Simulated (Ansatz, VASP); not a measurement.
**CdS: VASP beside Ansatz**

Contents of INCAR:

```
SYSTEM = CdS
  PREC = Accurate
  ENCUT = 520
  EDIFF = 1E-6
  ISMEAR = -1
  SIGMA = 0.05
  LREAL = .False.
  LASPH = .True.
  NELM = 60
  ALGO = Normal
  ISIF = 2
  LWAVE = .False.
  LCHARG = .False.
  GGA = PS
  NBANDS = 16
```

The input KPOINTS:

```
regular mesh
0
Gamma
  6 6 6
  0 0 0
```

File POSCAR:

```
CdS
1.0
    0.0000000000      2.7532440000      2.7532440000
    2.7532440000      0.0000000000      2.7532440000
    2.7532440000      2.7532440000      0.0000000000
Cd S
1 1
Direct
    0.0000000000      0.0000000000      0.0000000000
    0.5000000000      0.5000000000      0.5000000000
```

Contents of KPOINTS_OPT:

```
path GXWKGLUWLK,UX
20
line-mode
reciprocal
 0.0000000000  0.0000000000  0.0000000000  G
 0.5000000000  0.0000000000  0.5000000000  X

 0.5000000000  0.0000000000  0.5000000000  X
 0.5000000000  0.2500000000  0.7500000000  W

 0.5000000000  0.2500000000  0.7500000000  W
 0.3750000000  0.3750000000  0.7500000000  K

 0.3750000000  0.3750000000  0.7500000000  K
 0.0000000000  0.0000000000  0.0000000000  G

 0.0000000000  0.0000000000  0.0000000000  G
 0.5000000000  0.5000000000  0.5000000000  L

 0.5000000000  0.5000000000  0.5000000000  L
 0.6250000000  0.2500000000  0.6250000000  U

 0.6250000000  0.2500000000  0.6250000000  U
 0.5000000000  0.2500000000  0.7500000000  W

 0.5000000000  0.2500000000  0.7500000000  W
 0.5000000000  0.5000000000  0.5000000000  L

 0.5000000000  0.5000000000  0.5000000000  L
 0.3750000000  0.3750000000  0.7500000000  K

 0.6250000000  0.2500000000  0.6250000000  U
 0.5000000000  0.0000000000  0.5000000000  X
```

File input.yaml:

```yaml
crystal:
  lattice:
    - [0.0, 2.753244, 2.753244]
    - [2.753244, 0.0, 2.753244]
    - [2.753244, 2.753244, 0.0]
  atoms:
    - { symbol: Cd, position: [0.0, 0.0, 0.0] }
    - { symbol: S, position: [0.5, 0.5, 0.5] }
hamiltonian:
  xc: pbesol
  pseudopotentials: { kind: paw }
kpoints:
  mp_grid: { grid: [6, 6, 6] }
  band_path:
    path:
      - [[0.0, 0.0, 0.0], [0.5, 0.0, 0.5], [0.5, 0.25, 0.75], [0.375, 0.375, 0.75], [0.0, 0.0, 0.0], [0.5, 0.5, 0.5], [0.625, 0.25, 0.625], [0.5, 0.25, 0.75], [0.5, 0.5, 0.5], [0.375, 0.375, 0.75]]
      - [[0.625, 0.25, 0.625], [0.5, 0.0, 0.5]]
    npoints: 14
scf:
  occupations: { method: fermi_dirac, width: 0.05 }
  n_extra_bands: 6
output:
  forces: true
  stress: true
  eigenvalues: true
  fatbands: true
```

Measurements of this composition are mostly on another form, of space group No. 186.

Alike in both runs: task band structure; functional PBEsol; k mesh 6 × 6 × 6; occupations fermi-dirac, width 0.05 eV; no spin polarisation.

```csv
,VASP,Ansatz
version,VASP 6.6.1,Ansatz 0.2.0
potentials or method,"VASP PAW PBE potentials, release 64 (Cd, S)",Ansatz PAW
plane-wave cutoff (eV),520,420
valence electrons in the cell,18,26
```

VASP gave:

- gap on the k mesh at the Fermi level (eV): 0.14
- least direct gap on the mesh (eV): 1.42
- gap along the band path (eV): 0.13
- pressure (GPa): -3.9

Question: Which values does Ansatz return?

Answer: gap on the k mesh at the Fermi level (eV): 0.14; least direct gap on the mesh (eV): 1.44; gap along the band path (eV): 0.14; pressure (GPa): -4.4.

The two sets of potentials don't hold the same shells in valence.

Caveats: the PAW data sets were made with another functional, which shifts forces and pressure a little (VASP); the PAW data sets come from PBE, with cores solved anew for the run's functional, which leaves a small shift of forces and pressure (Ansatz). As with any semilocal functional, this PBEsol gap is likely too small.
